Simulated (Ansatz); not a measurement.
Pressure against volume: AlN

Space group P6_3mc (No. 186). a = 3.111 Å, b = 3.111 Å, c = 4.978 Å, α = 90.00°, β = 90.00°, γ = 120.00°
```csv
atom,site,symmetry,x,y,z
Al,2b,3m.,0.3333,0.6667,0.0000
N,2b,3m.,0.3333,0.6667,0.3850
```

The runs use the primitive cell with vectors (3.111, 0.000, 0.000), (-1.556, 2.694, 0.000), (0.000, 0.000, 4.978) Å, to which the k mesh refers.

The cell is COD entry 9008860, as deposited and not checked against the literature; nothing was relaxed.

All numbers are computed: DFT, PBEsol, all-electron LAPW, scalar-relativistic (Ansatz 0.2.0); DFT, PBEsol, PAW with Ansatz's default frozen-core files, scalar-relativistic (Ansatz 0.2.0).

For LAPW: a Γ-centred 11×11×6 k mesh, Fermi–Dirac smearing of 0.02 eV, basis error target 1 meV/atom, no spin polarisation. PAW takes a cutoff of 420 eV at this cell (files made with PBE, cores remade for this functional). The Ansatz runs share mesh, smearing and spin set-up. Plane-wave (PAW) pressures include the program's estimate of the Pulay term.

The cell above is scaled evenly, with fractional coordinates and shape held.

Estimate the equilibrium volume and bulk modulus that all-electron LAPW gives for this fixed shape.

V0 = 10.45 Å³/atom, B0 = 201 GPa, B0′ = 3.9, from a third-order Birch–Murnaghan fit to these pressures:
| V/V(cell) | V (Å³/atom) | P, LAPW (GPa) | P, PAW (GPa) | gap on the k mesh, LAPW (eV) | free energy over the lowest listed, PAW (meV/atom) |
| --- | --- | --- | --- | --- | --- |
| 0.9400 | 9.805 | 14.56 | 14.74 | 4.63 | 28.5 |
| 0.9800 | 10.222 | 4.68 | 4.84 | 4.26 | 3.5 |
| 1.0000 | 10.431 | 0.42 | 0.56 | 4.08 | 0.0 |
| 1.0100 | 10.535 | -1.56 | -1.42 | 4.00 | 0.3 |
| 1.0400 | 10.848 | -6.94 | -6.82 | 3.75 | 8.5 |

PAW's V0 lies 0.07 % from the all-electron value and its B0 0.0 %. With shape and internal coordinates held, B0 is an upper bound to the relaxed modulus.
